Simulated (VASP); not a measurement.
# KCl: single point with HSE06

Crystal: KCl.

```
CELL_PARAMETERS angstrom
0.00000 3.56129 3.50728
3.56129 0.00000 3.50728
3.56129 3.56129 0.00000
ATOMIC_POSITIONS crystal
K 0.00000 0.00000 0.00000
Cl 0.25000 0.25000 0.25000
```

The cell was built by a generator and needn't be a form met in nature.

The cell isn't the ideal one: biaxial_xy strain +1.5%.

```
Program                            : VASP 6.6.1
Task                               : single point
Functional                         : HSE06
Potentials or basis                : VASP PAW PBE potentials, release 64 (K_sv, Cl)
Cutoff                             : 520 eV
k mesh                             : 4 × 4 × 4
Occupations                        : gaussian, width 0.01 eV
Spin                               : no spin polarisation
Dipole correction                  : no
Exchange at q = 0                  : truncated
Grid for exact exchange (PRECFOCK) : Normal
Screening parameter                : 0.2079 1/A
Further INCAR settings             : ALGO = Normal; EDIFF = 1e-07; NBANDS = 15
```

```
Pressure               : -0.2 GPa
Band gap on the k mesh : 5.95 eV, indirect (least direct gap 5.98 eV)
```

Levels at points of the mesh, in eV from the valence-band top:
```csv
k point,band 6,band 7,band 8,band 9,band 10,band 11
"(0.00, 0.00, 0.00)",-0.03,-0.03,-0.02,5.95,10.87,10.98
"(0.50, 0.00, 0.00)",-0.33,-0.01,0.00,8.46,8.63,10.33
"(0.50, 0.50, 0.00)",-0.38,-0.01,-0.01,7.92,8.99,11.21
"(0.50, 0.00, 0.50)",-0.39,0.00,0.00,7.89,8.97,11.13
```

Wall time 11 min on 1 thread of Intel(R) Xeon(R) Platinum 8488C (Sapphire Rapids) (shared host), peak memory 0.35 GiB.

Caveat: the PAW data sets were made with another functional, which shifts forces and pressure a little. A k mesh can miss the band edges.
